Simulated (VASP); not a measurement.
Crystal: ZnS (Wurtzite-2H).

```xyz
4
Lattice="3.8110 0.0000 0.0000 -1.9055 3.3004 0.0000 0.0000 0.0000 6.2340" Properties=species:S:1:pos:R:3 pbc="T T T"
Zn    1.9055    1.1001    3.1170
Zn    0.0000    2.2003    0.0000
S     1.9055    1.1001    5.5171
S     0.0000    2.2003    2.4001
```

* Program: VASP 6.6.1
* Task: relaxation of cell and atoms
* Functional: PBE
* Dispersion: D3
* Potentials or basis: VASP PAW PBE potentials, release 64 (Zn, S)
* Cutoff: 600 eV
* k mesh: 8 × 8 × 5
* Occupations: fermi-dirac, width 0.05 eV
* Spin: no spin polarisation

At the start: pressure -0.1 GPa; volume 19.60 Å³/atom.

**Question.** How do energy, volume and symmetry change on relaxing?

**Answer.** Over 9 steps the energy falls by 5.4 meV/atom and the volume is 19.54 Å³/atom (-0.3 %); space group P6_3mc (No. 186, to 0.05 Å).

The path:
| step | energy change (eV) | largest force (eV/Å) | pressure (GPa) | volume (Å³) |
| --- | --- | --- | --- | --- |
| 1 | 0.0000 | 0.3185 | -0.11 | 78.41 |
| 2 | -0.0159 | 0.1005 | -0.11 | 78.25 |
| 3 | -0.0161 | 0.0698 | -0.06 | 78.23 |
| 4 | -0.0191 | 0.0423 | 0.06 | 78.12 |
| 5 | -0.0213 | 0.0098 | 0.25 | 77.91 |
| 6 | -0.0214 | 0.0071 | -0.35 | 78.37 |
| 7 | -0.0216 | 0.0005 | 0.06 | 78.15 |
| 8 | -0.0216 | 0.0005 | -0.06 | 78.18 |
| 9 | -0.0216 | 0.0002 | -0.04 | 78.17 |

Final structure:
```
CELL_PARAMETERS angstrom
3.80341 0.00000 0.00000
-1.90171 3.29385 0.00000
0.00000 0.00000 6.23960
ATOMIC_POSITIONS crystal
Zn 0.66667 0.33333 0.50537
Zn 0.33333 0.66667 0.00537
S 0.66667 0.33333 0.87963
S 0.33333 0.66667 0.37963
```
